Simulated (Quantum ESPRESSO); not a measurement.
## La in Quantum ESPRESSO: convergence with k mesh

Input of the first run (k mesh 1 × 1 × 1); the others differ in this setting and in those tied to it:

Contents of pw.in:

```
&CONTROL
  calculation = 'scf'
  prefix = 'pwscf'
  outdir = './tmp'
  pseudo_dir = './pseudo'
  tprnfor = .true.
  tstress = .true.
  disk_io = 'nowf'
/
&SYSTEM
  ibrav = 0
  nat = 2
  ntyp = 1
  ecutwfc = 110
  nbnd = 18
  occupations = 'smearing'
  smearing = 'mv'
  degauss = 0.00367493
/
&ELECTRONS
  conv_thr = 4d-10
  electron_maxstep = 120
  mixing_beta = 0.5
/
ATOMIC_SPECIES
La   138.9055 La.upf
CELL_PARAMETERS angstrom
   3.7500000000    0.0000000000    0.0000000000
  -1.8750000000    3.2475952642    0.0000000000
   0.0000000000    0.0000000000    6.0700000000
ATOMIC_POSITIONS crystal
La     0.6481770000    0.2882750000    0.7468710000
La     0.2920810000    0.6619050000    0.2482280000
K_POINTS automatic
1 1 1 0 0 0
```

Potentials or basis: PseudoDojo 0.4.1 SR PBEsol standard.

Launch:

```bash
$ OMP_NUM_THREADS=1 pw.x -in pw.in > pw.out
```

The cell isn't the ideal one: atoms moved at random, drawn with an rms of 0.15 Å.

This isn't the form of La at room conditions, which is double hcp.

Hardware: 1 thread of Intel(R) Xeon(R) Platinum 8488C (Sapphire Rapids), on a shared host.

```tsv
k mesh	energy less the tightest run, at zero smearing (meV/atom)	pressure (GPa)	largest force (eV/Å)	SCF cycles	CPU time (s)	peak memory (GiB)
1 × 1 × 1	627.67	22.34	1.090	24	14	0.16
2 × 2 × 1	-1076.58	-9.15	0.343	12	24	0.16
2 × 2 × 2	-1231.86	-10.38	0.187	13	45	0.18
3 × 3 × 2	-176.67	-5.54	0.036	13	54	0.18
4 × 4 × 3	8.94	-1.30	0.085	11	120	0.22
5 × 5 × 4	0.00	-1.69	0.102	12	270	0.28
6 × 6 × 4	timed out after 330 s	-	-	-	-	-
```

Not settled before the last step: the energy (to 1 meV/atom), the pressure (to 0.1 GPa), the largest force (to 0.005 eV/Å). Meshes of other sizes hit other points, so gaps and Fermi surfaces needn't settle smoothly. The tightest run that finished is the yardstick and may itself not be fully converged.

Caveat, for the tightest run too: the k mesh is coarse (spacing up to 0.39 Å⁻¹), so the values aren't converged. Spin-orbit coupling is left out, which matters for the levels of La.
